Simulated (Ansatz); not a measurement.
# Structures of Sn$_{2}$Ge: which is lowest?

Plane-wave DFT in Ansatz with scalar-relativistic PAW potentials, cutoff 420 eV, Γ-centred meshes chosen by cell and gap, Gaussian smearing with energies taken to zero width. Every cell was relaxed (cell and atoms) in a run of its own, within the symmetry of its start. Functional: PBEsol.

Relaxed structures (starts from databases or built by putting these elements on another compound's sites):
A. Fm-3m, 3 atoms in the computed cell, a = 6.866 Å; sites (symmetry × multiplicity) Sn -43m × 8, Ge m-3m × 4; start: built
B. P6_3/mmc, 6 atoms in the computed cell, a = 5.142 Å, c = 6.167 Å; sites (symmetry × multiplicity) Sn -3m. × 2 + -6m2 × 2, Ge -6m2 × 2; start: built

**Question.** Rank them by energy. Could pressure change the order?

**Answer.**
| structure | group | E − E(lowest) (meV/atom) | V (Å³/atom) | gap on mesh (eV) |
| --- | --- | --- | --- | --- |
| B | P6_3/mmc | 0.0 | 23.53 | 0.00 |
| A | Fm-3m | 39 | 26.97 | 0.00 |

B is lowest, 39 meV/atom under A. The lowest is also the densest of these, so pressure wouldn't bring one of the others in at first order. Other structures may lie lower than all of these, and vibrations aren't counted.